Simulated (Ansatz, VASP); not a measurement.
Ge in VASP and in Ansatz

```
Ge
1.0
     3.75414    0.00000    0.00000
    -1.87707    3.25118    0.00000
     0.00000    0.00000    4.62434
Ge
3
Direct
  0.33290 0.00000 0.33333
  0.00000 0.33290 0.66667
  0.66710 0.66710 0.00000
```

Alike in both runs: functional PBEsol; k mesh 6 × 6 × 4; occupations gaussian, width 0.1 eV; no spin polarisation.

Ansatz relaxed the structure, and its values are those at the end. VASP's run is a single point on that final structure, the one shown.

|  | VASP | Ansatz |
| --- | --- | --- |
| version | VASP 6.6.1 | Ansatz 0.2.0 |
| potentials or method | VASP PAW PBE potentials, release 64 (Ge_d) | scalar-relativistic, plane waves, PAW |
| plane-wave cutoff (eV) | 520 | 420 |
| valence electrons in the cell | 42 | 42 |

|  | VASP | Ansatz | Ansatz less VASP |
| --- | --- | --- | --- |
| gap on the k mesh at the Fermi level (eV) | none | none | - |
| pressure (GPa) | 0.1 | 0.1 | -0.03 |
| rms of the force components (eV/Å) | 0.004 | 0.004 | 0.0000 |

A gap of «none» marks a metal or a gap that the smearing closes.

Caveats: the PAW data sets were made with another functional, which shifts forces and pressure a little (VASP).
